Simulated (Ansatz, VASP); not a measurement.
**Si3Ge in VASP and in Ansatz**

INCAR

```
SYSTEM = Si3Ge
ALGO     = Normal         ! electronic algorithm
EDIFF    = 1E-6           ! SCF threshold, eV
EDIFFG   = -0.01          ! ionic threshold
ENCUT    = 600            ! plane-wave cutoff, eV
GGA      = PE             ! functional
IBRION   = 2              ! ionic algorithm
ISIF     = 3              ! what is computed and relaxed
ISMEAR   = 0              ! smearing method
LASPH    = .True.         ! aspherical terms in the spheres
LCHARG   = .False.        ! write CHGCAR
LREAL    = .False.        ! projectors in reciprocal space
LWAVE    = .False.        ! write WAVECAR
NELM     = 100            ! most SCF steps
NSW      = 100            ! ionic steps
PREC     = Accurate       ! precision mode
SIGMA    = 0.1            ! smearing width, eV
```

The input KPOINTS:

```
k-points
0
Gamma
  21 21 6
  0 0 0
```

File POSCAR:

```
Si3Ge
1.0
    2.6929235189      0.0000000000      0.0000000000
   -1.3464617595      2.3321401778      0.0000000000
    0.0000000000      0.0000000000     10.2716205743
Si Ge
3 1
Direct
    0.0000000000      0.0000000000      0.5000000000
    0.0000000000      0.0000000000      0.7421815813
    0.0000000000      0.0000000000      0.2578184187
    0.0000000000      0.0000000000      0.0000000000
```

Input for Ansatz:

```yaml
crystal:
  lattice:
    - [2.6929235189, 0.0, 0.0]
    - [-1.3464617595, 2.3321401778, 0.0]
    - [0.0, 0.0, 10.2716205743]
  atoms:
    - { symbol: Si, position: [0.0, 0.0, 0.5] }
    - { symbol: Si, position: [0.0, 0.0, 0.7421815813] }
    - { symbol: Si, position: [0.0, 0.0, 0.2578184187] }
    - { symbol: Ge, position: [0.0, 0.0, 0.0] }
basis:
  ecutwfc: 420
kpoints:
  mp_grid: { grid: [21, 21, 6] }
hamiltonian:
  xc: pbe
scf:
  occupations: { method: gaussian, width: 0.1 }
output:
  forces: true
  stress: true
  eigenvalues: true
relax:
  adjacent_minimum: "off"
  f_tol: 0.01
  max_steps: 80
  cell: { stress_tol: 0.05 }
```

Alike in both runs: task relaxation of cell and atoms; functional PBE; k mesh 21 × 21 × 6; occupations gaussian, width 0.1 eV; no spin polarisation.

```csv
,VASP,Ansatz
version,VASP 6.6.1,Ansatz 0.2.0
potentials or method,"VASP PAW PBE potentials, release 64 (Si, Ge_d)","scalar-relativistic, plane waves, PAW"
plane-wave cutoff (eV),600,420
valence electrons in the cell,26,26
```

```csv
,VASP,Ansatz,Ansatz less VASP
"gap on the k mesh at the Fermi level, each at its own relaxed structure (eV)",none,none,-
relaxed volume (Å³/atom),16.12,16.14,+0.012
relaxed cell length with the largest relative difference (Å),2.714,2.715,+0.0007
energy change over the relaxation (meV/atom),-5,-5,0.0
```

A gap of «none» marks a metal or a gap that the smearing closes.

Caveats: the bands computed are all filled at some k points, so no gap is given.
